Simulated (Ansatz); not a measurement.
## Symmetry broken, then relaxed in CoSi2

All numbers below come from DFT PBEsol, scalar-relativistic, plane waves, PAW in Ansatz. Cutoff 420 eV, Γ-centred 12×12×12 k-points, Gaussian smearing of 0.15 eV. No spin polarisation. A magnetic state may lie lower. Energies are free energies at this smearing, counted from the undisturbed cell; pressure is positive in compression.

The undisturbed cell (relaxed at this level):

```xyz
3
Lattice="0.0000 2.6563 2.6563 2.6563 0.0000 2.6563 2.6563 2.6563 0.0000" Properties=species:S:1:pos:R:3 pbc="T T T"
Co    0.0000    0.0000    0.0000
Si    1.3281    1.3281    1.3281
Si    3.9844    3.9844    3.9844
```

The atoms are displaced (Å, in the unstrained cell):

```
atom ux uy uz
 Co1   0.098  -0.018  -0.001
 Si2  -0.074  -0.002   0.025
 Si3  -0.024   0.020  -0.024
```

The atoms are then relaxed in that fixed cell.

Question: Does the relaxation return to the undisturbed structure?

Answer: Yes (up to a choice of domain or origin): same space group and volume, and an energy 0.0 meV/atom from it. The disturbance itself cost 53.8 meV/atom. The final space group reads Fm-3m (tolerance 0.05 Å) and the volume changes by 0.00 %.

Final structure:

```
Co Si
1.0
     0.00000    2.65625    2.65625
     2.65625    0.00000    2.65625
     2.65625    2.65625    0.00000
Co Si
1 2
Direct
  0.99986 0.00014 0.00001
  0.25020 0.25004 0.24987
  0.74994 0.74982 0.75012
```

The relaxation, step by step (energy from the first step):

| step | ΔE (meV/atom) | largest force component (eV/Å) | pressure (GPa) |
| --- | --- | --- | --- |
| 1 | 0.0 | 1.874 | n/a |
| 2 | -28.9 | 1.282 | n/a |
| 3 | -53.8 | 0.008 | n/a |
| 4 | -53.8 | 0.008 | n/a |

Frames along the relaxation (Å, eV/Å):

```xyz
3
Lattice="0.000 2.656 2.656 2.656 0.000 2.656 2.656 2.656 0.000" Properties=species:S:1:pos:R:3:forces:R:3 pbc="T T T" step=1
Co    0.098   -0.018   -0.001   -1.874    0.523   -0.013
Si    1.254    1.326    1.353    1.235   -0.139   -0.382
Si    3.960    4.005    3.961    0.639   -0.384    0.395
3
Lattice="0.000 2.656 2.656 2.656 0.000 2.656 2.656 2.656 0.000" Properties=species:S:1:pos:R:3:forces:R:3 pbc="T T T" step=2
Co    0.068   -0.013   -0.001   -1.282    0.317   -0.006
Si    1.278    1.328    1.344    0.831   -0.078   -0.229
Si    3.966    3.998    3.969    0.451   -0.239    0.234
3
Lattice="0.000 2.656 2.656 2.656 0.000 2.656 2.656 2.656 0.000" Properties=species:S:1:pos:R:3:forces:R:3 pbc="T T T" step=3
Co    0.000    0.000    0.000   -0.008    0.007    0.000
Si    1.328    1.328    1.329    0.004   -0.004   -0.008
Si    3.984    3.985    3.984    0.003   -0.003    0.008
3
Lattice="0.000 2.656 2.656 2.656 0.000 2.656 2.656 2.656 0.000" Properties=species:S:1:pos:R:3:forces:R:3 pbc="T T T" step=4
Co    0.000    0.000    0.000   -0.008    0.006    0.000
Si    1.328    1.328    1.329    0.004   -0.004   -0.008
Si    3.984    3.985    3.984    0.003   -0.003    0.008
```

Cost: 3 runs of about 3.8 core-minutes in all, on Arm Neoverse V2 (shared hosts).